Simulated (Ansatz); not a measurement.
## Strain response of NbP

These are results of DFT PBE, scalar-relativistic, plane waves, PAW (Ansatz), not measurements. Settings: 420 eV cutoff, 10×10×4 k-mesh, Gaussian smearing of 0.10 eV, no spin polarisation.

Starting point, cell and atoms relaxed:

```yaml
crystal:
  lattice:
    - [3.34705, 0.00000, 0.00000]
    - [0.00000, 3.34705, 0.00000]
    - [0.00000, 0.00000, 11.42796]
  atoms:
    - { symbol: Nb, position: [0.50000, 0.50000, 0.00003] }
    - { symbol: Nb, position: [0.00000, 0.50000, 0.75003] }
    - { symbol: Nb, position: [0.00000, 0.00000, 0.50003] }
    - { symbol: Nb, position: [0.50000, 0.00000, 0.25003] }
    - { symbol: P, position: [0.00000, 0.00000, 0.08259] }
    - { symbol: P, position: [0.50000, 0.00000, 0.83259] }
    - { symbol: P, position: [0.50000, 0.50000, 0.58259] }
    - { symbol: P, position: [0.00000, 0.50000, 0.33259] }
```

Deformation: c alone is stretched, the rest of the cell is held and the atoms relax, all within the symmetry that the strain leaves. Energies are extrapolated to zero smearing. Stress is positive in compression, on the Cartesian axes of the cell above. On this cell's mesh the reference holds a stress of up to 0.21 GPa.

```tsv
strain (%)	ΔE (meV/atom)	a (Å)	b (Å)	c (Å)	σxx (GPa)	σyy (GPa)	σzz (GPa)
-3.0	12.7	3.347	3.347	11.085	4.02	4.02	8.52
-2.0	5.8	3.347	3.347	11.199	2.61	2.61	5.58
-1.0	1.6	3.347	3.347	11.314	1.25	1.25	2.83
+0.0	0.0	3.347	3.347	11.428	-0.05	-0.05	0.21
+1.0	1.0	3.347	3.347	11.542	-1.26	-1.26	-2.35
+2.0	4.5	3.347	3.347	11.657	-2.36	-2.36	-4.87
+3.0	10.6	3.347	3.347	11.771	-3.40	-3.40	-7.26
```